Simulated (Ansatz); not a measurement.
The system is MnS.

```
CELL_PARAMETERS angstrom
1.83000 1.05655 2.97092
-1.83000 1.05655 2.97092
0.00000 -2.11310 2.97092
ATOMIC_POSITIONS crystal
Mn 0.00000 0.00000 0.00000
S 0.50000 0.50000 0.50000
```

The cell is a database's computed one.

| Property | Result |
| --- | --- |
| Program | Ansatz 0.2.0 |
| Task | single point |
| Functional | PBE |
| Potentials or basis | Ansatz PAW |
| Cutoff | 420 eV (not typed: the program's choice for these potentials) |
| k mesh | 9 × 9 × 9 |
| Occupations | fermi-dirac, width 0.05 eV |
| Spin | collinear spin, ferromagnetic start |
| Starting moments | [4.0, 0.0] μB |

On this cell: pressure -1.6 GPa; largest force under 0.003 eV/Å; net moment 4.66 μB per cell; site moments Mn +4.16; S +0.14 μB; band gap on the k mesh none (metal or under the smearing width).

The same run follows on a disturbed copy (atoms moved at random, drawn with an rms of 0.05 Å):

```
Mn S
1.0
     1.83000    1.05655    2.97092
    -1.83000    1.05655    2.97092
     0.00000   -2.11310    2.97092
Mn S
1 1
Direct
  0.00044 0.00920 0.00631
  0.50632 0.48826 0.49306
```

Task: What does the disturbed cell give?

Result: The energy (extrapolated to zero smearing) moves by +7.1 meV/atom; pressure -1.2 GPa; largest force 0.293 eV/Å; net moment 4.66 μB per cell; site moments Mn +4.10; S +0.14 μB; band gap on the k mesh none (metal or under the smearing width).

Forces on the atoms (eV/Å):
```
Mn   0.151  0.040 -0.249
S   -0.151 -0.040  0.249
```

Stress tensor (GPa, compression positive):
```
-1.25  0.27 -0.34
 0.27 -1.44 -0.14
-0.34 -0.14 -0.96
```

Caveats: a cell with one magnetic atom can't hold antiferromagnetic order, which such compounds often take; semilocal functionals often make such compounds metallic where correlation or magnetic order opens a gap, which also shifts bond lengths.
